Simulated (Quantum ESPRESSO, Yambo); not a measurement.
# Excitons of CdTe (F-43m) on ever denser meshes, part 2 of 4

Aim: follow the lowest exciton of CdTe (F-43m) as the mesh is refined.

Quantum ESPRESSO 7.5 and Yambo 5.3.0; PBE and many-body steps on it, plane waves. Known limits of the many-body steps: not at the basis limit; no spin-orbit coupling; coarse k mesh; bindings not settled in the k mesh.

So far. Step 4 (Screening and self-energy, 4×4×4 mesh, 122 bands …): The gap on the mesh goes from 0.77 eV to 1.53 eV, a correction of +0.76 eV. Step 5 (Empty states on the mesh, 4×4×4 mesh, 37 bands): On this mesh the gap is 0.770 eV.

## 7. Excitons

Light makes an electron and a hole together. The Bethe-Salpeter equation adds their screened attraction and their exchange, in a window of bands around the gap.

This step: Bethe-Salpeter equation on PBE with a scissors shift, plane waves, norm-conserving pseudopotentials.

Contents of bse3.in:

```
optics
bss
bse
em1s
dipoles
rim_cut
RandQpts= 1000000
RandGvec= 1 RL
Chimod= "HARTREE"
BSKmod= "SEX"
BSEmod= "resonant"
BSSmod= "d"
BSENGexx= 20 Ry
BSENGBlk= 4 Ry
% BSEQptR
 1 | 1 |
%
% BSEBands
 20 | 23 |
%
% BEnRange
 0 | 4 | eV
%
% BDmRange
 0.1 | 0.1 | eV
%
BEnSteps= 81
% BLongDir
 1 | 0 | 0 |
%
% BndsRnXs
 14 | 37 |
%
NGsBlkXs= 4 Ry
% LongDrXs
 1 | 1 | 1 |
%
% KfnQP_E
 0.763 | 1.0 | 1.0 |
%
WRbsWF
FFTGvecs= 42 Ry
```

On the command line:

```console
$ OMP_NUM_THREADS=1 mpirun -n 8 yambo -F bse3.in -J bse3 -C bse3 > bse3.log
```

Output:

```text
 Yambo, version 5.3.0

 [02] CORE Variables Setup
 =========================

  [... cell, symmetries and grids as in the set-up ...]

  [02.05] Energies & Occupations
  ==============================

  [X] === General ===
  [X] Electronic Temperature                        :  0.000000  0.000000 [eV K]
  [X] Bosonic    Temperature                        :  0.000000  0.000000 [eV K]
  [X] Finite Temperature mode                       : no
  [X] El. density                                   :  0.64683E+24 [cm-3]
  [X] Fermi Level                                   :  8.269564 [eV]

  [X] === Gaps and Widths ===
  [X] Conduction Band Min                           :  0.770491 [eV]
  [X] Valence Band Max                              :  0.000000 [eV]
  [X] Filled Bands                                  :  22
  [X] Empty Bands                                   :   23   37
  [X] Direct Gap                                    :  0.770491 [eV]
  [X] Direct Gap localized at k                     :  1
  [X] Indirect Gap                                  :  0.770491 [eV]
  [X] Indirect Gap between kpts                     :  1  1
  [X] Last valence band width                       :  2.192420 [eV]
  [X] 1st conduction band width                     :  3.488559 [eV]

 [03] Transferred momenta grid and indexing
 ==========================================

 [BZ sampling] Q-grid is User defined and/or read from the database

 IBZ Q-points                                      :   8
 BZ  Q-points                                      :   64

 K/Q-points units:
 rlu = crystal or reduced units; cc = cartesian coordinates; iku = interal k-units

 Q [1]          [rlu]:  0.000000  0.000000  0.000000
 Q [2]          [rlu]: -0.71308E-17 -0.71308E-17  0.25000
 Q [3]          [rlu]:  0.14262E-16  0.14262E-16 -0.50000
 Q [4]          [rlu]: -0.21313E-17  0.25000      0.25000
 Q [5]          [rlu]: -0.78397E-17  0.25000      0.50000
 Q [6]          [rlu]:  0.14262E-16  0.25000     -0.25000
 Q [7]          [rlu]:  0.42627E-17 -0.50000     -0.50000
 Q [8]          [rlu]:  0.250000 -0.500000 -0.250000

  [03.01] X + BSE indexes
  =======================

   [03.01.01] Sigma indexes
   ========================

 [04] Coloumb potential Random Integration (RIM)
 ===============================================

  [04.01] RIM initialization
  ==========================

  * Diagonal components only detected *

  8 x (sBL volume)        :  0.067544 [a.u.]
  sBZ random points       :  1000000
  Points outside the sBZ  :   7968281
  RL volume               :  0.540354 [a.u.]
  Integrated volume       :  0.542504 [a.u.]

  [04.02] RIM integrals
  =====================

  Gamma point sphere radius             :  0.073872 [a.u.]
  Points outside the sphere             :   800476
  [Int_sBZ(q=0) 1/q^2]*(Vol_sBZ)^(-1/3) =:  7.776341
                                 should be <:  7.795600

  Summary of Coulomb integrals for non-metallic bands |Q|[au] RIM/Bare

  Q [1] 0.100000E-4 0.997530 * Q [2] 0.222181 1.068569
  Q [4] 0.256552 1.068679 * Q [6] 0.362820 1.030574
  Q [5] 0.425444 1.023203 * Q [3] 0.444362 1.020753
  Q [7] 0.513105 1.016896 * Q [8] 0.573668 1.013852

 [05] External/Internal QP corrections
 =====================================

 [QP_apply] Action to be applied: USER defined scissor

  [05.01]  QP corrections report
  ==============================

  [K+QP] === General ===
  [K+QP] Electronic Temperature                     :  0.000000  0.000000 [eV K]
  [K+QP] Bosonic    Temperature                     :  0.000000  0.000000 [eV K]
  [K+QP] Finite Temperature mode                    : no
  [K+QP] El. density                                :  0.64683E+24 [cm-3]
  [K+QP] Fermi Level                                :  0.000000 [eV]

  [K+QP] === Gaps and Widths ===
  [K+QP] Conduction Band Min                        :  1.533491 [eV]
  [K+QP] Valence Band Max                           :  0.000000 [eV]
  [K+QP] Filled Bands                               :  22
[...]
IO_and_Messaging_switch :      0.0002s P1 (69 calls,   0.003 msec avg) [MAX]      0.0001s P3 (69 calls,   0.002 msec avg) [min]
                                    scatter_Gamp :      0.0003s P4 ( 8 calls,   0.034 msec avg) [MAX]      0.0002s P7 ( 8 calls,   0.030 msec avg) [min]
                          BSE components folding :      0.0002s P1 [MAX]      0.0002s P7 [min]
                              BSE matrix (REDUX) :      0.0003s P1 [MAX]      0.0003s P6 [min]
                                       X (REDUX) :      0.0066s P8 ( 8 calls,   0.829 msec avg) [MAX]      0.0005s P2 ( 8 calls,   0.065 msec avg) [min]
                                    PP_uspp_init :      0.0006s P8 (16 calls,   0.040 msec avg) [MAX]      0.0006s P1 (17 calls,   0.034 msec avg) [min]
                                      Xo (REDUX) :      0.3113s P4 ( 8 calls,  38.906 msec avg) [MAX]      0.0007s P1 ( 8 calls,   0.087 msec avg) [min]
                                  eval_G_minus_G :      0.0018s P2 [MAX]      0.0017s P6 [min]
                                   X (procedure) :      0.0088s P2 ( 8 calls,   1.095 msec avg) [MAX]      0.0023s P8 ( 8 calls,   0.291 msec avg) [min]
                          MATRIX transfer (NONE) :      0.0028s P4 ( 2 calls,   1.423 msec avg) [MAX]      0.0026s P5 ( 2 calls,   1.314 msec avg) [min]
                             PARALLEL_lin_system :      0.0052s P2 ( 8 calls,   0.655 msec avg) [MAX]      0.0048s P4 ( 8 calls,   0.603 msec avg) [min]
                                     K_WF_phases :      0.0203s P7 [MAX]      0.0049s P5 [min]
                                     BSE dipoles :      0.0055s P6 [MAX]      0.0054s P4 [min]
                                        io_QINDX :      0.0145s P1 ( 5 calls,   2.896 msec avg) [MAX]      0.0069s P4 ( 3 calls,   2.304 msec avg) [min]
                            X T_space Kernel sum :      0.0459s P5 (32 calls,   1.433 msec avg) [MAX]      0.0074s P8 (32 calls,   0.230 msec avg) [min]
                                      T_space IP :      0.0075s P1 [MAX]      0.0074s P5 [min]
                                           io_BS :      0.0095s P3 (29 calls,   0.326 msec avg) [MAX]      0.0092s P1 (29 calls,   0.317 msec avg) [min]
                                     io_KB_pwscf :      0.0138s P5 ( 7 calls,   1.974 msec avg) [MAX]      0.0114s P3 ( 6 calls,   1.903 msec avg) [min]
                                            io_X :      0.0490s P1 (25 calls,   1.962 msec avg) [MAX]      0.0135s P4 (25 calls,   0.542 msec avg) [min]
                                 bz_samp_indexes :      0.0139s P2 [MAX]      0.0139s P7 [min]
                                      io_DIPOLES :      0.0274s P1 (19 calls,   1.444 msec avg) [MAX]      0.0170s P2 (15 calls,   1.133 msec avg) [min]
              PARALLEL_HERMITIAN_diagonalization :      0.0197s P5 [MAX]      0.0195s P4 [min]
                                  LINEAR ALGEBRA :      0.0276s P2 ( 9 calls,   3.065 msec avg) [MAX]      0.0224s P5 [min]
                                         io_GROT :      0.0344s P3 ( 2 calls,  17.191 msec avg) [MAX]      0.0299s P5 ( 2 calls,  14.942 msec avg) [min]
                                    Diago Solver :      0.0405s P1 [MAX]      0.0323s P6 [min]
                                     io_fragment :      0.0554s P1 (64 calls,   0.865 msec avg) [MAX]      0.0477s P7 (51 calls,   0.935 msec avg) [min]
                                       FFT_setup :      0.0518s P4 (21 calls,   2.468 msec avg) [MAX]      0.0479s P5 (20 calls,   2.394 msec avg) [min]
                               T_space CORR Osc. :      0.0939s P5 (16 calls,   5.867 msec avg) [MAX]      0.0550s P7 (16 calls,   3.435 msec avg) [min]
                                     WF_load_FFT :      0.0646s P3 (17 calls,   3.800 msec avg) [MAX]      0.0604s P7 (16 calls,   3.772 msec avg) [min]
                                           io_WF :      0.0676s P3 (64 calls,   1.057 msec avg) [MAX]      0.0626s P7 (60 calls,   1.043 msec avg) [min]
                                T_space EXX Osc. :      0.0795s P4 (11 calls,   7.227 msec avg) [MAX]      0.0723s P5 (10 calls,   7.225 msec avg) [min]
                                  DIPOLE_g_space :      0.2023s P5 [MAX]      0.1736s P4 [min]
                                X T_space Kernel :      0.2428s P5 [MAX]      0.1808s P7 [min]
                                             RIM :      0.5483s P4 [MAX]      0.5473s P2 [min]
                                  Xo (procedure) :      0.9539s P5 ( 8 calls, 119.242 msec avg) [MAX]      0.6678s P4 ( 8 calls,  83.477 msec avg) [min]
                                         Dipoles :      1.2189s P5 [MAX]      1.2189s P6 [min]

 [11] Game Over & Game summary
```

It took 3.9 s on 8 MPI ranks of Arm Neoverse V1, shared host; peak memory 2 GiB.

Numbers from this step:

| Quantity | Value |
| --- | --- |
| transitions in the window | 192 |
| direct gap of the transition levels | 1.533 eV |
| lowest state | 1.449 eV |
| first strong exciton (over a fiftieth of the strongest listed) | 1.449 eV |
| binding of the lowest state below the direct gap | 0.08479 eV |
| Coulomb term of one mesh cell | 0.1023 eV |

The binding is 0.83 times the screened Coulomb term of one mesh cell (0.10 eV), so it is not shown settled.

The lowest state lies at 1.449 eV, 0.085 eV under the direct gap.

Lines within 3 meV are set at the lowest of them, and the highest group, which the list may cut short, is left out. Lines of the exciton spectrum (strongest = 100):

| position (eV) | lines merged | strength, relative |
| --- | --- | --- |
| 1.449 | 3 | 100 |
| 3.004 | 3 | 74 |
| 3.077 | 3 | 0.0 |
| 3.100 | 2 | 0.0 |
| 3.122 | 5 | 0.0 |
| 3.127 | 3 | 0.5 |
| 3.297 | 3 | 7.0 |

Field along x; broadening 0.1 eV; transition window only. Limits: finite bands, cutoff and mesh; no spin-orbit coupling; exciton not shown settled in the k mesh. Table of ε₂ by photon energy; read off at these points:

| photon energy (eV) | BSE | no electron-hole interaction |
| --- | --- | --- |
| 0.00 | 0.425 | 0.342 |
| 0.15 | 0.515 | 0.409 |
| 0.30 | 0.641 | 0.500 |
| 0.40 | 0.755 | 0.581 |
| 0.55 | 0.998 | 0.748 |
| 0.70 | 1.39 | 1.01 |
| 0.85 | 2.10 | 1.44 |
| 0.95 | 2.93 | 1.93 |
| 1.10 | 5.62 | 3.32 |
| 1.25 | 14.6 | 7.11 |
| 1.40 | 57.9 | 22.7 |
| 1.45 | 71.9 | 37.1 |
| 1.50 | 57.3 | 56.5 |
| 1.65 | 14.6 | 26.8 |
| 1.80 | 5.83 | 8.05 |
| 1.95 | 3.31 | 3.81 |
| 2.05 | 2.61 | 2.72 |
| 2.20 | 2.18 | 1.97 |
| 2.35 | 2.23 | 1.71 |
| 2.50 | 2.83 | 1.78 |
| 2.60 | 3.81 | 2.01 |
| 2.75 | 7.83 | 2.88 |
| 2.90 | 26.3 | 5.36 |
| 3.00 | 54.0 | 10.2 |
| 3.05 | 45.1 | 15.4 |
| 3.15 | 19.3 | 36.9 |
| 3.30 | 11.0 | 29.2 |
| 3.45 | 4.55 | 14.9 |
| 3.60 | 2.50 | 5.14 |
| 3.70 | 1.99 | 3.29 |
| 3.85 | 1.68 | 2.17 |
| 4.00 | 1.74 | 1.80 |

## 8. Triplet (no exchange term)

bse4.in, as its differences from bse3.in of step 7:

```diff
@@ -12,3 +12,3 @@
 BSSmod= "d"
-BSENGexx= 20 Ry
+BSENGexx= 1 RL
 BSENGBlk= 4 Ry
```

On the command line:

```console
$ OMP_NUM_THREADS=1 mpirun -n 8 yambo -F bse4.in -J bse4,bse3_W -C bse4 > bse4.log
```

Output:

```text
 Yambo, version 5.3.0

 [02] CORE Variables Setup
 =========================

  [... cell, symmetries and grids as in the set-up ...]

  [02.05] Energies & Occupations
  ==============================

  [X] === General ===
  [X] Electronic Temperature                        :  0.000000  0.000000 [eV K]
  [X] Bosonic    Temperature                        :  0.000000  0.000000 [eV K]
  [X] Finite Temperature mode                       : no
  [X] El. density                                   :  0.64683E+24 [cm-3]
  [X] Fermi Level                                   :  8.269564 [eV]

  [X] === Gaps and Widths ===
  [X] Conduction Band Min                           :  0.770491 [eV]
  [X] Valence Band Max                              :  0.000000 [eV]
  [X] Filled Bands                                  :  22
  [X] Empty Bands                                   :   23   37
  [X] Direct Gap                                    :  0.770491 [eV]
  [X] Direct Gap localized at k                     :  1
  [X] Indirect Gap                                  :  0.770491 [eV]
  [X] Indirect Gap between kpts                     :  1  1
  [X] Last valence band width                       :  2.192420 [eV]
  [X] 1st conduction band width                     :  3.488559 [eV]

 [03] Transferred momenta grid and indexing
 ==========================================

 IBZ Q-points                                      :   8
 BZ  Q-points                                      :   64

 K/Q-points units:
 rlu = crystal or reduced units; cc = cartesian coordinates; iku = interal k-units

 Q [1]          [rlu]:  0.000000  0.000000  0.000000
 Q [2]          [rlu]: -0.71308E-17 -0.71308E-17  0.25000
 Q [3]          [rlu]:  0.14262E-16  0.14262E-16 -0.50000
[...]
BSE dipoles :      0.0062s P1 [MAX]      0.0062s P8 [min]
                                io_QINDX :      0.0074s P3 ( 3 calls,   2.457 msec avg) [MAX]      0.0070s P7 ( 3 calls,   2.331 msec avg) [min]
                              T_space IP :      0.0075s P1 [MAX]      0.0074s P4 [min]
                              io_DIPOLES :      0.0096s P1 ( 5 calls,   1.918 msec avg) [MAX]      0.0093s P5 ( 5 calls,   1.867 msec avg) [min]
                                   io_BS :      0.0099s P1 (29 calls,   0.343 msec avg) [MAX]      0.0094s P8 (27 calls,   0.347 msec avg) [min]
      PARALLEL_HERMITIAN_diagonalization :      0.0200s P5 [MAX]      0.0198s P4 [min]
                          LINEAR ALGEBRA :      0.0227s P7 [MAX]      0.0226s P1 [min]
                                 io_GROT :      0.0307s P7 ( 2 calls,  15.348 msec avg) [MAX]      0.0292s P5 ( 2 calls,  14.596 msec avg) [min]
                            Diago Solver :      0.0408s P1 [MAX]      0.0326s P5 [min]
                             WF_load_FFT :      0.0388s P4 (12 calls,   3.235 msec avg) [MAX]      0.0345s P7 (11 calls,   3.141 msec avg) [min]
                             io_fragment :      0.0383s P2 (37 calls,   1.034 msec avg) [MAX]      0.0347s P6 (36 calls,   0.964 msec avg) [min]
                                    io_X :      0.0406s P1 (24 calls,   1.690 msec avg) [MAX]      0.0403s P5 (24 calls,   1.680 msec avg) [min]
                               FFT_setup :      0.0450s P3 (13 calls,   3.458 msec avg) [MAX]      0.0407s P6 (12 calls,   3.389 msec avg) [min]
                                   io_WF :      0.0460s P4 (42 calls,   1.096 msec avg) [MAX]      0.0410s P7 (38 calls,   1.079 msec avg) [min]
                       T_space CORR Osc. :      0.0932s P6 (16 calls,   5.824 msec avg) [MAX]      0.0554s P8 (16 calls,   3.460 msec avg) [min]
                        T_space EXX Osc. :      0.0884s P2 (11 calls,   8.036 msec avg) [MAX]      0.0805s P5 (10 calls,   8.048 msec avg) [min]
                        X T_space Kernel :      0.2440s P5 [MAX]      0.1832s P8 [min]

 [11] Game Over & Game summary
[key lines of the parts left out:]
Dipoles :      0.0035s P1 [MAX]      0.0033s P7 [min]
```

Elapsed: 1.1 s, on 8 MPI ranks; peak memory 0.27 GiB.

The lowest triplet lies at 1.434 eV; without spin-orbit coupling triplets are dark, so no spectrum is read.

## 9. Empty states on the mesh, 6×6×6 mesh, 37 bands

This step: Quantum ESPRESSO 7.5; DFT, PBE, plane waves, norm-conserving pseudopotentials.

Contents of pw.in:

```
&control
  calculation = 'nscf'
  prefix = 'x'
  outdir = 'o'
  pseudo_dir = 'pseudo'
/
&system
  ibrav = 0
  nat = 2
  ntyp = 2
  ecutwfc = 94.0
  nbnd = 37
  force_symmorphic = .true.
/
&electrons
  conv_thr = 1e-9
  electron_maxstep = 80
  diago_full_acc = .true.
  diago_thr_init = 5e-6
/
ATOMIC_SPECIES
  Cd 112.41 Cd.upf
  Te 127.6 Te.upf
CELL_PARAMETERS angstrom
  0.0000000000 3.2400000000 3.2400000000
  3.2400000000 0.0000000000 3.2400000000
  3.2400000000 3.2400000000 0.0000000000
ATOMIC_POSITIONS crystal
  Cd 0.0000000000 0.0000000000 0.0000000000
  Te 0.2500000000 0.2500000000 0.2500000000
K_POINTS automatic
  6 6 6 0 0 0
```

On the command line:

```console
$ OMP_NUM_THREADS=1 mpirun -n 8 pw.x -nk 4 -in pw.in > pw.out
```

Output:

```text
[banner, memory and clock lines left out]
Program PWSCF v.7.5 starts

     Atomic positions and unit cell read from directory:
     o/x.save/

     Message from routine setup:
     using ibrav=0 with symmetry is DISCOURAGED, use correct ibrav instead

     bravais-lattice index     =            0
     lattice parameter (alat)  =       8.6588  a.u.
     unit-cell volume          =     459.0517 (a.u.)^3
     number of atoms/cell      =            2
     number of atomic types    =            2
     number of electrons       =        44.00
[...]
22.4963  25.3977  25.3977  26.3086  27.4170

          k = 0.2357 0.2357-0.2357 (  7072 PWs)   bands (ev):

  -150.4559-100.4824-100.4824-100.4824 -93.9054 -54.9602 -54.9602 -54.9602
[...]
0.2517   0.2517   0.3517   4.6935   7.6614   7.6614  10.2025  13.5145
    13.5145  14.5341  16.3415  17.2067  17.2067  20.5032  22.0859  22.0859
    22.8533  23.0925  23.0925  25.7219  27.7464

          k =-0.3536-0.3536 0.3536 (  7120 PWs)   bands (ev):

     [... further k-points ...]

     highest occupied, lowest unoccupied level (ev):     8.2696    9.0401

     XML data file, pseudopotentials, collected wavefunctions
```

It took 4.6 s on 8 MPI ranks; peak memory 0.48 GiB.

Numbers from this step:

| Property | Result |
| --- | --- |
| gap | 0.7705 eV |
| k of the valence top | 0, 0, 0 |
| k of the conduction bottom | 0, 0, 0 |
| least direct gap | 0.7705 eV |
| k points computed | 16 |
| lowest point of the top converged band, above the valence top | 16.06 eV |

On this mesh the gap is 0.770 eV.

## 10. Conversion and set-up

This step: Yambo 5.3.0; conversion and set-up on PBE, plane waves, norm-conserving pseudopotentials.

On the command line:

```console
$ (cd o/x.save; p2y > p2y.log; mv SAVE ../..); yambo > setup.log
```

Output:

```text
 Yambo, version 5.3.0

 [02] CORE Variables Setup
 =========================

  [02.01] Unit cells
  ==================

  Cell kind             :  FCC
  Atoms in the cell     :  Cd  Te
  number of Cd atoms    :  1
  number of Te atoms    :  1

  List of atomic masses
  Mass of Cd    :  112.4100
  Mass of Te    :  127.6000

  List of atomic coordinates    : [cc]
  Cd1       :  0.000000  0.000000  0.000000  order 1
  Te1       :  3.061356  3.061356  3.061356  order 2

  Alat factors          :  6.122713  6.122713  6.122713 [a.u.]
  Direct lattice volume :  459.0517 [a.u.]
[...]
Q [ 1]         [rlu]:  0.000000  0.000000  0.000000
 Q [ 2]         [rlu]: -0.71869E-18 -0.71869E-18  0.16667
 Q [ 3]         [rlu]: -0.14374E-17 -0.14374E-17  0.33333
[...]
Q [ 8]         [rlu]:  0.68355E-16  0.16667     -0.33333
 Q [ 9]         [rlu]:  0.14374E-17  0.16667     -0.16667
 Q [10]         [rlu]: -0.28418E-17  0.33333      0.33333
     [... 4 further rows ...]
 Q [15]         [rlu]:  0.166667  0.333333 -0.333333
 Q [16]         [rlu]:  0.166667 -0.500000 -0.333333

  [03.01] X indexes
  =================

   [03.01.01] Sigma indexes
   ========================

 [06] Game Over & Game summary
```

The job ended after 4 s (1 MPI rank; peak memory 0.26 GiB).

[end of part 2 of 4]

[Paths, hosts, dates, memory and timing lines, banners, echoed tables and standing remarks are left out of the program output.]

[Logs are printed without paths, hosts, clocks, repeated set-up lines and the standing remarks that a program may print on its own settings, such as how far it seeks lower states.]

[Runs of the session that timed out or met a known fault of the program may be left out.]

[Hosts, paths, dates, database ids (printed as entryN), source tags and the programs' standing remarks are cut or masked in the printed files.]
